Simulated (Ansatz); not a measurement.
Input and command of a calculation in Ansatz (plane waves; scalar-relativistic PAW potentials unless the input names others):

```yaml
crystal:
  lattice:
    - [4.5837936911, 0.0, 0.0]
    - [0.0, 4.5832365969, 0.0]
    - [0.0, 0.0, 2.8383716473]
  atoms:
    - { symbol: V, position: [0.0, 0.0, 0.5], spin: 0.92 }
    - { symbol: V, position: [0.5, 0.5, 0.0], spin: 0.92 }
    - { symbol: O, position: [0.3000396724, 0.2999427323, 0.5] }
    - { symbol: O, position: [0.6999603276, 0.7000572677, 0.5] }
    - { symbol: O, position: [0.1999603276, 0.7999427323, 0.0] }
    - { symbol: O, position: [0.8000396724, 0.2000572677, 0.0] }
basis:
  ecutwfc: 420
kpoints:
  mp_grid: { grid: [8, 8, 12] }
hamiltonian:
  xc: b3-lyp
scf:
  occupations: { method: gaussian, width: 0.1 }
  max_iter: 75
output:
  forces: true
  eigenvalues: true
  stress: true
magnetization:
  spin_polarized: true
```

```bash
ansatz run input.yaml --threads 1 --pin off --max-ram 2560MiB --backend cpu --events-out ev --progress --plain --runs-dir out
```

**Question.** What will the program do with this input?

**Answer.** The program refuses it, because of an unknown functional (hamiltonian.xc: "pbe" → "b3-lyp"; the functional meant is spelt b3lyp). With the sound run's settings it is accepted.

Abridged log:
```
Error: YAML parse error: error: line 18 column 7: hamiltonian.xc: unknown variant `b3-lyp`, expected one of `lda`, `lda-pw`, `pw92`, `pbe`, `pbesol`, `rpbe`, `revpbe`, `blyp`, `pbe0`, `revpbe0`, `b3lyp`, `b3lyp5`, `hse06`, `wpbeh`, `hiss`, `lc_wpbe`, `cam_b3lyp`, `hf`, `r2scan`, `r2scanh`, `r2scan0`, `r2scan50`, `mr2scan`
  --> <input>:18:7
   |
16 |   mp_grid: { grid: [8, 8, 12] }
17 | hamiltonian:
18 |   xc: b3-lyp
   |       ^ hamiltonian.xc: unknown variant `b3-lyp`, expected one of `lda`, `lda-pw`, `pw92`, `pbe`, `pbesol`, `rpbe`, `revpbe`, `blyp`, `pbe0`, `revpbe0`, `b3lyp`, `b3lyp5`, `hse06`, `wpbeh`, `hiss`, `lc_wpbe`, `cam_b3lyp`, `hf`, `r2scan`, `r2scanh`, `r2scan0`, `r2scan50`, `mr2scan`
19 | scf:
20 |   occupations: { method: gaussian, width: 0.1 }
   |
```